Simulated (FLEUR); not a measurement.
# C: equation of state with LDA (Moruzzi-Janak-Williams)

C:

```
CELL_PARAMETERS angstrom
2.52210 0.00000 0.00000
-1.26105 2.18420 0.00000
0.00000 0.00000 12.35570
ATOMIC_POSITIONS crystal
C 0.66667 0.33333 0.35417
C 0.33333 0.66667 0.85417
C 0.66667 0.33333 0.14583
C 0.33333 0.66667 0.64583
C 0.66667 0.33333 0.47917
C 0.33333 0.66667 0.97917
C 0.66667 0.33333 0.02083
C 0.33333 0.66667 0.52083
C 0.00000 0.00000 0.81250
C 0.00000 0.00000 0.31250
C 0.00000 0.00000 0.68750
C 0.00000 0.00000 0.18750
```

This is a hexagonal form of diamond, not graphite.

```
Program                  : FLEUR MaX-R8.1 (later development tree)
Task                     : equation of state
Functional               : LDA (Moruzzi-Janak-Williams)
Potentials or basis      : all-electron
Basis                    : FLAPW
Kmax                     : 5.5 1/bohr
k mesh                   : 12 × 12 × 3
Occupations              : fermi-dirac, width 0.05 eV
Spin                     : no spin polarisation
Gmax                     : 17 1/bohr
Muffin-tin radii         : C 1.31 bohr
lmax                     : C 8
Local orbitals a species : C 3
```

The equilibrium volume is 5.53 Å³/atom, the bulk modulus at fixed shape and positions is 465 GPa and the pressure derivative of the bulk modulus is 3.6 (rough: it moves with the points fitted).

Energy against volume, from the lowest point:
```
volume (Å³/atom)  energy (meV/atom)
           5.332               9.00
           5.445               0.00
           5.672               3.13
           5.899              30.33
           6.012              51.64
```

Caveat: the cell was scaled at fixed shape and fractional positions, which overstates the stiffness of a crystal with free parameters, most of all of layers and chains.
